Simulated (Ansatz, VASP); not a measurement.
## Ni: VASP beside Ansatz

Contents of INCAR:

```
PREC = Accurate
ENCUT = 520
EDIFF = 1E-6
ISMEAR = -1
SIGMA = 0.1
LREAL = F
LASPH = T
NELM = 60
ALGO = Fast
ISIF = 2
LWAVE = F
LCHARG = F
GGA = CA
NBANDS = 11
```

KPOINTS

```
Automatic mesh
0
Gamma
  16 16 16
```

File POSCAR:

```
Ni
1.0
    2.3175358262      0.0000000000      0.0000000000
    0.0000000000      2.3175358262      0.0000000000
    0.0000000000      0.0000000000      2.3175358262
Ni
1
Direct
    0.0000000000      0.0000000000      0.0000000000
```

Input for Ansatz:

```yaml
crystal:
  lattice:
    - [2.3175358262, 0.0, 0.0]
    - [0.0, 2.3175358262, 0.0]
    - [0.0, 0.0, 2.3175358262]
  atoms:
    - { symbol: Ni, position: [0.0, 0.0, 0.0] }
hamiltonian:
  xc: lda
  pseudopotentials:
    kind: paw
    azcp:
      Ni: "pseudopotentials/Ni.paw.azcp"
basis:
  ecutwfc: 420
  fft_grid_basis: typed
kpoints:
  mp_grid: { grid: [16, 16, 16], shift: [0, 0, 0] }
magnetization:
  spin_polarized: false
scf:
  occupations: { method: fermi_dirac, width: 0.1 }
  lower_state_search: "off"
output:
  stress: true
```

Alike in both runs: task single point; functional LDA; k mesh 16 × 16 × 16; occupations fermi-dirac, width 0.1 eV; no spin polarisation.

```csv
,VASP,Ansatz
version,VASP 6.6.1,Ansatz 0.2.0
potentials or method,"VASP PAW LDA potentials, release 64 (Ni)","plane waves (420 eV) with PAW, scalar-relativistic"
plane-wave cutoff (eV),520,420
valence electrons in the cell,10,18
```

```csv
,VASP,Ansatz,Ansatz less VASP
pressure (GPa),-11.6,-12.1,-0.56
```

The two sets of potentials don't hold the same shells in valence. Ansatz warned: «pseudo_functional_mismatch».

Caveats: the run has no spin polarisation, though such a crystal can be magnetic. Spin polarisation is off, so any magnetic state and its effect on volume and gap are missing.
